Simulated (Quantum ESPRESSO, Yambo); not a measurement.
# Quasiparticle gap of GaAs (F-43m) in Yambo, part 2 of 3

Wanted: ground state, empty states, screening and self-energy for GaAs (F-43m).

Quantum ESPRESSO 7.5 and Yambo 5.3.0; PBE and many-body steps on it, plane waves. Known limits of the many-body steps: not at the basis limit; no spin-orbit coupling; coarse k mesh.

So far. Step 2 (Ground state): The gap is direct, at Γ. Step 3 (Bands along the symmetry lines): The gap is 0.518 eV, as in the run before at this level.

## (4) Empty states on the mesh, 4×4×4 mesh, 88 bands

Level of this step: DFT, PBE, plane waves, norm-conserving pseudopotentials (Quantum ESPRESSO).

The sums over transitions need many empty states on a uniform mesh; this step solves for them.

Input file pw.in:

```
&control
  calculation = 'nscf'
  prefix = 'x'
  outdir = 'o'
  pseudo_dir = 'pseudo'
/
&system
  ibrav = 0
  nat = 2
  ntyp = 2
  ecutwfc = 104.0
  nbnd = 88
  force_symmorphic = .true.
/
&electrons
  conv_thr = 1e-9
  electron_maxstep = 80
  diago_full_acc = .true.
  diago_thr_init = 5e-6
/
ATOMIC_SPECIES
  Ga 69.723 Ga.upf
  As 74.922 As.upf
CELL_PARAMETERS angstrom
  0.0000000000 2.8268500000 2.8268500000
  2.8268500000 0.0000000000 2.8268500000
  2.8268500000 2.8268500000 -0.0000000000
ATOMIC_POSITIONS crystal
  Ga 0.0000000000 0.0000000000 0.0000000000
  As 0.2500000000 0.2500000000 0.2500000000
K_POINTS automatic
  4 4 4 0 0 0
```

Launch:

```bash
> OMP_NUM_THREADS=1 mpirun -n 8 pw.x -nk 4 -in pw.in > pw.out
```

The log of the run:

```text
[banner, memory and clock lines left out]
Program PWSCF v.7.5 starts

     Atomic positions and unit cell read from directory:
     o/x.save/

     Message from routine setup:
     using ibrav=0 with symmetry is DISCOURAGED, use correct ibrav instead

     bravais-lattice index     =            0
     lattice parameter (alat)  =       7.5547  a.u.
     unit-cell volume          =     304.8842 (a.u.)^3
     number of atoms/cell      =            2
     number of atomic types    =            2
     number of electrons       =        44.00
     number of Kohn-Sham states=           88
     kinetic-energy cutoff     =     104.0000  Ry
     charge density cutoff     =     416.0000  Ry
     Exchange-correlation= PBE
                           (   1   4   3   4   0   0   0)

     celldm(1)=   7.554690  celldm(2)=   0.000000  celldm(3)=   0.000000
     celldm(4)=   0.000000  celldm(5)=   0.000000  celldm(6)=   0.000000

     crystal axes: (cart. coord. in units of alat)
               a(1) = (   0.000000   0.707107   0.707107 )
               a(2) = (   0.707107   0.000000   0.707107 )
               a(3) = (   0.707107   0.707107  -0.000000 )

     reciprocal axes: (cart. coord. in units 2 pi/alat)
               b(1) = ( -0.707107  0.707107  0.707107 )
               b(2) = (  0.707107 -0.707107  0.707107 )
               b(3) = (  0.707107  0.707107 -0.707107 )
     Pseudo is Norm-conserving + core correction, Zval = 21.0
     Generated using ONCVPSP code by D. R. Hamann
     Using radial grid of 1902 points,  6 beta functions with:
     Pseudo is Norm-conserving + core correction, Zval = 23.0
     Generated using ONCVPSP code by D. R. Hamann
     Using radial grid of 1358 points,  6 beta functions with:
     Ga               21.00    69.72300     Ga( 1.00)
     As               23.00    74.92200     As( 1.00)

     24 Sym. Ops. (no inversion) found

   Cartesian axes

     site n.     atom                  positions (alat units)
         1        Ga     tau(   1) = (   0.0000000   0.0000000   0.0000000  )
         2        As     tau(   2) = (   0.3535534   0.3535534   0.3535534  )

     number of k points=     8
                       cart. coord. in units 2pi/alat
        k(    1) = (   0.0000000   0.0000000   0.0000000), wk =   0.0312500
        k(    2) = (   0.1767767   0.1767767  -0.1767767), wk =   0.2500000
        k(    3) = (  -0.3535534  -0.3535534   0.3535534), wk =   0.1250000
[...]
k(    7) = (  -0.7071068   0.0000000   0.0000000), wk =   0.0937500
        k(    8) = (  -0.7071068   0.3535534   0.0000000), wk =   0.1875000

     Dense  grid:    43655 G-vectors     FFT dimensions: (  50,  50,  50)

     The potential is recalculated from file :
     o/x.save/charge-density

     Starting wfcs are   26 randomized atomic wfcs +   62 random wfcs

     Band Structure Calculation

     End of band structure calculation

          k = 0.0000 0.0000 0.0000 (  5577 PWs)   bands (ev):

  -174.9302-133.8473-118.3121-118.3121-118.3121 -84.5719 -84.5719 -84.5719
   -25.3230 -25.3230 -25.3230 -25.3139 -25.3139  -4.9669  -4.9669  -4.9669
    -4.8900  -4.8900  -2.8987   9.8275   9.8275   9.8275  10.3456  13.5642
    13.5642  13.5642  17.4293  19.9896  19.9896  21.3957  21.3957  21.3957
[...]
k = 0.1768 0.1768-0.1768 (  5459 PWs)   bands (ev):

  -174.9302-133.8473-118.3121-118.3121-118.3121 -84.5717 -84.5717 -84.5717
[...]
k =-0.3536-0.3536 0.3536 (  5444 PWs)   bands (ev):

  -174.9302-133.8473-118.3121-118.3121-118.3121 -84.5717 -84.5717 -84.5717
[...]
66.3909  66.3909  66.8454  68.4226  68.4226  68.6866  68.6866  68.7091
    69.8446  70.4536  72.9322  72.9322  73.2382  73.2382  73.7340  74.2125

          k = 0.3536 0.0000 0.0000 (  5457 PWs)   bands (ev):

     [... further k-points ...]

     highest occupied, lowest unoccupied level (ev):     9.8275   10.3456

     XML data file, pseudopotentials, collected wavefunctions
```

Elapsed: 3.9 s, on 8 MPI ranks of AMD EPYC 7R43, shared host; peak memory 0.61 GiB; 28 s of CPU time.

Numbers from this step:

| Item | Value |
| --- | --- |
| gap | 0.5181 eV |
| k of the valence top | 0, 0, 0 |
| k of the conduction bottom | 0, 0, 0 |
| least direct gap | 0.5181 eV |
| k points computed | 8 |
| lowest point of the top converged band, above the valence top | 64.3850 eV |

On this mesh the gap is 0.518 eV.

## (5) Conversion and set-up

This step: Yambo 5.3.0; conversion and set-up on PBE, plane waves, norm-conserving pseudopotentials.

The states are converted to the many-body program's format and the q mesh is built.

Launch:

```bash
> (cd o/x.save; p2y > p2y.log; mv SAVE ../..); yambo > setup.log
```

The log of the run:

```text
 Yambo, version 5.3.0

 [02] CORE Variables Setup
 =========================

  [02.01] Unit cells
  ==================

  Cell kind             :  FCC
  Atoms in the cell     :  Ga  As
  number of Ga atoms    :  1
  number of As atoms    :  1

  List of atomic masses
  Mass of Ga    :  69.72300
  Mass of As    :  74.92200

  List of atomic coordinates    : [cc]
  Ga1       :  0.000000  0.000000  0.000000  order 1
  As1       :  2.670986  2.670986  2.670986  order 2

  Alat factors          :  5.341972  5.341972  5.341972 [a.u.]
  Direct lattice volume :  304.8842 [a.u.]
  Direct lattice vectors:  A[ 1 ]  A[ 2 ]  A[ 3 ]
   A[ 1 ]:  0.000000  1.000000  1.000000  [iru]
   0.000000  5.341972  5.341972  [cc]
   A[ 2 ]:  1.000000  0.000000  1.000000  [iru]
   5.341972  0.000000  5.341972  [cc]
   A[ 3 ]:  1.000000  1.000000 -0.000000  [iru]
   5.341972  5.341972 -0.000000  [cc]

  Recip. lattice volume :  0.813588 [a.u.]
  Recip. lattice vectors:  B[ 1 ]  B[ 2 ]  B[ 3 ]
   B[ 1 ]: -0.500000  0.500000  0.500000  [iku]
  -0.588096  0.588096  0.588096  [cc]
   B[ 2 ]:  0.500000 -0.500000  0.500000  [iku]
   0.588096 -0.588096  0.588096  [cc]
   B[ 3 ]:  0.500000  0.500000 -0.500000  [iku]
   0.588096  0.588096 -0.588096  [cc]

  [02.02] Symmetries
  ==================

  Inversion symmetry    : yes
  Spatial inversion     : no
  Inversion index       :  25
  K-space Time-reversal : yes
  Magnetic symmetries   : no
  Time-reversal derived K-space symmetries:   25   48
  Group table correct   : yes
  Symmetries units      :  [cc]

   [S  1]:   1.0000      0.14712E-16  0.14712E-16  0.14712E-16   1.0000     -0.14712E-16 -0.14712E-16 -0.14712E-16   1.0000
   [S  2]:  -1.0000     -0.14712E-16  0.14712E-16 -0.14712E-16  -1.0000     -0.14712E-16  0.14712E-16  0.14712E-16   1.0000
   [S  3]:  -1.0000      0.14712E-16 -0.14712E-16 -0.14712E-16   1.0000      0.14712E-16  0.14712E-16 -0.14712E-16  -1.0000
[...]
[S  9]:  0.14712E-16   1.0000      0.14712E-16 -0.14712E-16  0.14712E-16   1.0000       1.0000     -0.14712E-16 -0.14712E-16
   [S 10]:  0.14712E-16  -1.0000     -0.14712E-16 -0.14712E-16 -0.14712E-16  -1.0000       1.0000      0.14712E-16  0.14712E-16
     [... 36 further rows ...]
   [S*47]:   1.0000      0.14712E-16 -0.14712E-16  0.14712E-16 -0.14712E-16  -1.0000     -0.14712E-16   1.0000      0.14712E-16
   [S*48]:   1.0000     -0.14712E-16  0.14712E-16  0.14712E-16  0.14712E-16   1.0000     -0.14712E-16  -1.0000     -0.14712E-16

  [02.03] Reciprocal space
  ========================

  nG shells         :   403
  nG charge         :   43655
  nG WFs            :   6501
  nC WFs            :   5577
  G-vecs. in first 40 shells:  [ Number ]
     1    9   15   27   51   59   65   89  113
    137   169   181   229   259   283   307   331   339
    387   411   459   531   537   561   609   645   701
[...]
1139  1211  1243  1291
  ...
[...]
K/Q-points units:
  rlu = crystal or reduced units; cc = cartesian coordinates; iku = interal k-units

  K [1]          [rlu]:  0.000000  0.000000  0.000000
         WF components:   5577
  K [2]          [rlu]: -0.91587E-18 -0.91587E-18  0.25000
         WF components:   5459
  K [3]          [rlu]:  0.18317E-17  0.18317E-17 -0.50000
         WF components:   5444
  K [4]          [rlu]:  0.26116E-17  0.25000      0.25000
         WF components:   5457
  K [5]          [rlu]:  0.18030E-16  0.25000     -0.50000
         WF components:   5467
  [... 2 further k-points ...]
  K [8]          [rlu]:  0.250000 -0.500000 -0.250000
         WF components:   5440

  [02.05] Energies & Occupations
  ==============================

  [X] === General ===
  [X] Electronic Temperature                        :  0.000000  0.000000 [eV K]
  [X] Bosonic    Temperature                        :  0.000000  0.000000 [eV K]
  [X] Finite Temperature mode                       : no
  [X] El. density                                   :  0.97390E+24 [cm-3]
  [X] Fermi Level                                   :  9.827510 [eV]

  [X] === Gaps and Widths ===
  [X] Conduction Band Min                           :  0.518058 [eV]
  [X] Valence Band Max                              :  0.000000 [eV]
  [X] Filled Bands                                  :  22
  [X] Empty Bands                                   :   23   88
  [X] Direct Gap                                    :  0.518058 [eV]
  [X] Direct Gap localized at k                     :  1
  [X] Indirect Gap                                  :  0.518058 [eV]
  [X] Indirect Gap between kpts                     :  1  1
  [X] Last valence band width                       :  3.339194 [eV]
  [X] 1st conduction band width                     :  4.106600 [eV]

  E @ K [1]:  [eV]
  -184.7577 -143.6748 -128.1396 -128.1396 -128.1396  -94.3994  -94.3994  -94.3994
  -35.15048 -35.15048 -35.15048 -35.14142 -35.14142 -14.79438 -14.79438 -14.79438
   -14.7175     -14.7175     -12.7262    -0.113328E-7 -0.441448E-8   0.00000     0.518058      3.73666
[...]
occ @ K [1]
[...]
E @ K [2]:  [eV]
[...]
occ @ K [2]
[...]
E @ K [3]:  [eV]
[...]
occ @ K [3]
[...]
E @ K [4]:  [eV]
[...]
occ @ K [4]
[...]
E @ K [5]:  [eV]
[...]
occ @ K [5]
[...]
[... 2 further k-points ...]
  E @ K [8]:  [eV]
[...]
occ @ K [8]
[...]
0.000000  0.000000  0.000000  0.000000  0.000000  0.000000  0.000000  0.000000
   0.000000  0.000000  0.000000  0.000000  0.000000  0.000000  0.000000  0.000000

 [03] Transferred momenta grid and indexing
 ==========================================

 IBZ Q-points                                      :   8
 BZ  Q-points                                      :   64

 K/Q-points units:
 rlu = crystal or reduced units; cc = cartesian coordinates; iku = interal k-units

 Q [1]          [rlu]:  0.000000  0.000000  0.000000
 Q [2]          [rlu]: -0.91587E-18 -0.91587E-18  0.25000
 Q [3]          [rlu]:  0.18317E-17  0.18317E-17 -0.50000
[...]
Q [7]          [rlu]: -0.52231E-17 -0.50000     -0.50000
 Q [8]          [rlu]:  0.250000 -0.500000 -0.250000

  [03.01] X indexes
  =================

   [03.01.01] Sigma indexes
   ========================

 [06] Game Over & Game summary
```

Wall time 4 s (1 MPI rank); peak memory 0.25 GiB.

(Continued in part 3 of 3.)

[Paths, hosts, dates, memory and timing lines, banners, echoed tables and standing remarks are left out of the program output.]

[Logs are printed without paths, hosts, clocks, repeated set-up lines and the standing remarks that a program may print on its own settings, such as how far it seeks lower states.]

[Runs of the session that timed out or met a known fault of the program may be left out.]

[Hosts, paths, dates, database ids (printed as entryN), source tags and the programs' standing remarks are cut or masked in the printed files.]
